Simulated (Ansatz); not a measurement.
Nudged elastic band run: Sn₈O₁₅, charge +2

input.yaml

```yaml
crystal:
  lattice:
    - [-4.788004, -4.866582, 0.0]
    - [4.788004, -4.866582, 0.0]
    - [0.0, 0.0, 6.481796]
  atoms:
    - { symbol: Sn, position: [0.00053843, 0.49939311, 0.25095321] }
    - { symbol: Sn, position: [0.50465548, 0.49801941, -0.00037711] }
    - { symbol: O, position: [0.19652283, 0.49674868, -0.00034795] }
    - { symbol: O, position: [-0.00697279, 0.81094303, 0.25669487] }
    - { symbol: O, position: [0.99066174, 0.18822187, 0.25654528] }
    - { symbol: O, position: [0.81003914, 0.50108593, -0.00036105] }
    - { symbol: Sn, position: [0.00052506, 0.49940236, 0.74833822] }
    - { symbol: Sn, position: [0.5017413, 0.49807694, 0.49964479] }
    - { symbol: O, position: [0.19581954, 0.49608978, 0.49964029] }
    - { symbol: O, position: [-0.00688957, 0.81094147, 0.74259945] }
    - { symbol: O, position: [0.99075069, 0.1882208, 0.74274461] }
    - { symbol: O, position: [0.80675209, 0.50270558, 0.49964882] }
    - { symbol: Sn, position: [0.48114343, -0.00148137, 0.23076571] }
    - { symbol: Sn, position: [-0.01674089, -0.00018604, -0.00035653] }
    - { symbol: O, position: [0.68273026, 0.99481223, -0.00038544] }
    - { symbol: O, position: [0.50961677, 0.29874891, 0.25194458] }
    - { symbol: O, position: [0.50261015, 0.69698525, 0.25163081] }
    - { symbol: O, position: [0.28689596, 0.00144271, -0.00034204] }
    - { symbol: Sn, position: [0.48110863, -0.00147993, 0.76851573] }
    - { symbol: Sn, position: [0.03468929, -0.00073537, 0.49963918] }
    - { symbol: O, position: [0.50958996, 0.29874507, 0.74734066] }
    - { symbol: O, position: [0.50258277, 0.69699088, 0.7476475] }
    - { symbol: O, position: [0.33598685, 0.001429, 0.4996255] }
total_charge: 2
basis:
  ecutwfc: 420.0
kpoints:
  mp_grid: { grid: [2, 2, 2] }
hamiltonian:
  xc: pbesol
  pseudopotentials: { kind: paw, azcp: { folder: soft_1 } }
scf:
  occupations: { method: fermi_dirac, width: 0.05 }
  lower_state_search: "off"
neb:
  images: 5
  f_tol: 0.03
  initial_path: linear
  max_iterations: 76
  final_atoms:
    - { symbol: Sn, position: [-0.00110603, 0.49888138, 0.25130937] }
    - { symbol: Sn, position: [0.49486994, 0.50025767, 0.0] }
    - { symbol: O, position: [0.1894701, 0.496906, 0.0] }
    - { symbol: O, position: [0.00885585, 0.81006724, 0.25688656] }
    - { symbol: O, position: [1.00618481, 0.1873155, 0.2570473] }
    - { symbol: O, position: [0.80298641, 0.50164782, 0.0] }
    - { symbol: Sn, position: [-0.00110603, 0.49888138, 0.74869063] }
    - { symbol: Sn, position: [0.49775688, 0.50035798, 0.5] }
    - { symbol: O, position: [0.19274374, 0.4953302, 0.5] }
    - { symbol: O, position: [0.00885585, 0.81006724, 0.74311344] }
    - { symbol: O, position: [1.00618481, 0.1873155, 0.7429527] }
    - { symbol: O, position: [0.80366042, 0.5023655, 0.5] }
    - { symbol: Sn, position: [0.51836325, -0.00018064, 0.23110703] }
    - { symbol: Sn, position: [0.01620558, -0.00148504, 0.0] }
    - { symbol: O, position: [0.71257033, 0.99672775, 0.0] }
    - { symbol: O, position: [0.49714741, 0.30134045, 0.25204013] }
    - { symbol: O, position: [0.48976173, 0.69959653, 0.25225497] }
    - { symbol: O, position: [0.31672677, 0.0036479, 0.0] }
    - { symbol: Sn, position: [0.51836325, -0.00018064, 0.76889297] }
    - { symbol: Sn, position: [-0.0352731, -0.00103812, 0.5] }
    - { symbol: O, position: [0.49714741, 0.30134045, 0.74795987] }
    - { symbol: O, position: [0.48976173, 0.69959653, 0.74774503] }
    - { symbol: O, position: [0.6634204, -0.00335208, 0.5] }
  order_check: true
```

Launched with:

```bash
$ ansatz run input.yaml --threads 2 --pin off --max-ram 5120MiB --backend cpu --events-out ev --progress --plain --runs-dir out
```

Output, in part (warnings, iteration lines):

```
NEB end point (image 0): max|allowed force component| = 4.813e-3 eV/Å (the criterion of neb.relax_end_points is 1.000e-2)
NEB end point (image 6): max|allowed force component| = 5.599e-3 eV/Å (the criterion of neb.relax_end_points is 1.000e-2)
NEB iter   1: max|band force component| = 5.734e0 eV/Å  barrier→ = 2.5818 eV  barrier← = 2.5817 eV  Δτ_max = 0.0825 Å  (63 SCF iters)
NEB iter   2: max|band force component| = 3.384e-1 eV/Å  barrier→ = 2.0031 eV  barrier← = 2.0031 eV  CI = image 3  Δτ_max = 0.0357 Å  (43 SCF iters)
NEB iter   3: max|band force component| = 1.446e-1 eV/Å  barrier→ = 1.9961 eV  barrier← = 1.9961 eV  CI = image 3  Δτ_max = 0.0078 Å  (38 SCF iters)
NEB iter   4: max|band force component| = 4.962e-2 eV/Å  barrier→ = 1.9953 eV  barrier← = 1.9952 eV  CI = image 3  Δτ_max = 0.0018 Å  (34 SCF iters)
NEB iter   5: max|band force component| = 1.305e-2 eV/Å  barrier→ = 1.9953 eV  barrier← = 1.9952 eV  CI = image 3  CI's point: of higher order  Δτ_max = 0.2000 Å  (254 SCF iters)
NEB iter   6: max|band force component| = 6.660e-1 eV/Å  barrier→ = 1.9927 eV  barrier← = 1.9926 eV  CI = image 3  Δτ_max = 0.0589 Å  (44 SCF iters)
NEB iter   7: max|band force component| = 2.093e-1 eV/Å  barrier→ = 1.9721 eV  barrier← = 1.9721 eV  CI = image 3  Δτ_max = 0.0777 Å  (40 SCF iters)
NEB iter   8: max|band force component| = 3.053e-1 eV/Å  barrier→ = 1.9525 eV  barrier← = 1.9525 eV  CI = image 3  Δτ_max = 0.0393 Å  (43 SCF iters)
NEB iter   9: max|band force component| = 1.406e-1 eV/Å  barrier→ = 1.9386 eV  barrier← = 1.9386 eV  CI = image 3  Δτ_max = 0.0496 Å  (38 SCF iters)
NEB iter  10: max|band force component| = 1.030e-1 eV/Å  barrier→ = 1.9283 eV  barrier← = 1.9282 eV  CI = image 3  Δτ_max = 0.0167 Å  (38 SCF iters)
NEB iter  11: max|band force component| = 5.240e-2 eV/Å  barrier→ = 1.9263 eV  barrier← = 1.9263 eV  CI = image 3  Δτ_max = 0.0071 Å  (33 SCF iters)
NEB iter  12: max|band force component| = 2.645e-2 eV/Å  barrier→ = 1.9258 eV  barrier← = 1.9258 eV  CI = image 3  Δτ_max = 0.0025 Å  (29 SCF iters)
NEB iter  13: max|band force component| = 2.560e-2 eV/Å  barrier→ = 1.9256 eV  barrier← = 1.9256 eV  CI = image 3  Δτ_max = 0.0000 Å  (298 SCF iters)
```

The forces met the threshold. The band force fell under the threshold earlier too, but the program's further tests of the path sent the band on. By the program's own check the climbing image is a first-order saddle point (lowest curvatures found: -4.99 and 0.33 eV/Å²). Limits of this set-up: coarse k mesh, PAW files made for another functional, no spin, though dangling bonds at a vacancy may carry it, a small cell, in which the defect meets its images, charged cell in a uniform background, uncorrected.

Final band:

```csv
image,path coordinate (Å),energy (eV)
0,0.00,0.00
1,0.46,0.34
2,0.93,1.42
3,1.39,1.93
4,1.86,1.41
5,2.33,0.31
6,2.80,0.00
```

The run took 20 min on 2 threads of Arm Neoverse V1, on a shared host, peak memory 1.7 GiB.
